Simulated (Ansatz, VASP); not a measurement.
# KBr: VASP beside Ansatz

POSCAR

```
KBr
1.0
    0.0000000000      3.3000000000      3.3000000000
    3.3000000000      0.0000000000      3.3000000000
    3.3000000000      3.3000000000      0.0000000000
Br K
1 1
Direct
    0.5000000000      0.5000000000      0.5000000000
    0.0000000000      0.0000000000      0.0000000000
```

Contents of INCAR.step1:

```
SYSTEM = KBr
PREC     = Accurate       ! precision mode
ENCUT    = 520            ! plane-wave cutoff, eV
EDIFF    = 1E-5           ! SCF threshold, eV
ISMEAR   = -1             ! smearing method
SIGMA    = 0.05           ! smearing width, eV
LREAL    = .False.        ! projectors in reciprocal space
LASPH    = .True.         ! aspherical terms in the spheres
NELM     = 100            ! most SCF steps
ALGO     = Normal         ! electronic algorithm
ISIF     = 2              ! what is computed and relaxed
LWAVE    = .True.         ! write WAVECAR
NBANDS   = 15             ! bands
GGA      = PE             ! functional
```

File INCAR.step2:

```
SYSTEM = KBr
PREC     = Accurate       ! precision mode
ENCUT    = 520            ! plane-wave cutoff, eV
EDIFF    = 1E-7           ! SCF threshold, eV
ISMEAR   = -1             ! smearing method
SIGMA    = 0.05           ! smearing width, eV
LREAL    = .False.        ! projectors in reciprocal space
LASPH    = .True.         ! aspherical terms in the spheres
NELM     = 100            ! most SCF steps
ALGO     = Normal         ! electronic algorithm
ISIF     = 2              ! what is computed and relaxed
LWAVE    = .False.        ! write WAVECAR
LCHARG   = .False.        ! write CHGCAR
GGA      = PE             ! functional
LHFCALC  = .True.         ! exact exchange
HFSCREEN = 0.6            ! screening, 1/A
AEXX     = 0.25           ! exact-exchange fraction
PRECFOCK = Fast         
NBANDS   = 15             ! bands
ISTART   = 1
```

Contents of KPOINTS:

```
Automatic mesh
0
Gamma
  4 4 4
  0 0 0
```

File input.yaml:

```yaml
crystal:
  lattice:
    - [0.0, 3.3, 3.3]
    - [3.3, 0.0, 3.3]
    - [3.3, 3.3, 0.0]
  atoms:
    - { symbol: Br, position: [0.5, 0.5, 0.5] }
    - { symbol: K, position: [0.0, 0.0, 0.0] }
hamiltonian:
  xc: { exchange: pbe, correlation: pbe, exx: { coeff: 0.25, omega: 0.6 } }
  pseudopotentials: { kind: paw }
kpoints:
  mp_grid: { grid: [4, 4, 4] }
scf:
  occupations: { method: fermi_dirac, width: 0.05 }
output:
  forces: true
  stress: true
  eigenvalues: true
```

Alike in both runs: task single point; functional HSE(alpha, omega); k mesh 4 × 4 × 4; occupations fermi-dirac, width 0.05 eV; no spin polarisation.

|  | VASP | Ansatz |
| --- | --- | --- |
| version | VASP 6.6.1 | Ansatz 0.2.0 |
| potentials or method | VASP PAW PBE potentials, release 64 (Br, K_sv) | Ansatz PAW |
| plane-wave cutoff (eV) | 520 | 420 |
| valence electrons in the cell | 16 | 16 |

```csv
,VASP,Ansatz,Ansatz less VASP
gap on the k mesh at the Fermi level (eV),4.91,4.91,+0.005
least direct gap on the mesh (eV),4.91,4.91,+0.005
pressure (GPa),0.5,0.5,-0.03
```

Caveats: the PAW data sets were made with another functional, which shifts forces and pressure a little (VASP); the PAW data sets come from PBE, with cores solved anew for the run's functional, which leaves a small shift of forces and pressure (Ansatz); the thresholds are loose for stress (Ansatz).
